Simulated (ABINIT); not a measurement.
**BP: single point with PBE**

BP:

```
P B
1.0
     0.00000    2.26900    2.26900
     2.26900    0.00000    2.26900
     2.26900    2.26900    0.00000
P B
1 1
Cartesian
  3.4035 3.4035 3.4035
  0.0000 0.0000 0.0000
```

```
Program             : ABINIT 10.8.3 (patched build)
Task                : single point
Functional          : PBE
Potentials or basis : PseudoDojo NC SR PBE v0.4.1 standard
Cutoff              : 925 eV
k mesh              : 8 × 8 × 8
Occupations         : fermi-dirac, width 0.05 eV
Spin                : no spin polarisation
```

```yaml
Pressure: 0.9 GPa
Band_gap_on_the_k_mesh: 1.28 eV, indirect (least direct gap 3.41 eV)
Valence_electrons_inside_the_program's_atomic_spheres: P 2.92; B 2.71
```

Levels at points of the mesh, in eV from the valence-band top:
| k point | band 1 | band 2 | band 3 | band 4 | band 5 | band 6 | band 7 | band 8 |
| --- | --- | --- | --- | --- | --- | --- | --- | --- |
| (0.00, 0.00, 0.00) | -15.46 | 0.00 | 0.00 | 0.00 | 3.41 | 3.41 | 3.41 | 7.36 |
| (0.50, 0.00, 0.00) | -12.14 | -9.03 | -1.76 | -1.76 | 3.78 | 4.72 | 4.72 | 10.13 |
| (0.50, 0.50, 0.00) | -10.61 | -8.58 | -4.11 | -4.11 | 1.35 | 1.67 | 12.07 | 12.07 |

Run time: 11 s on 1 thread of Intel(R) Xeon(R) Processor @ 2.70GHz, with other jobs on the host, peak memory 0.06 GiB.

A k mesh can miss the band edges. Expect the measured gap to be larger: semilocal functionals such as PBE lack the derivative discontinuity.
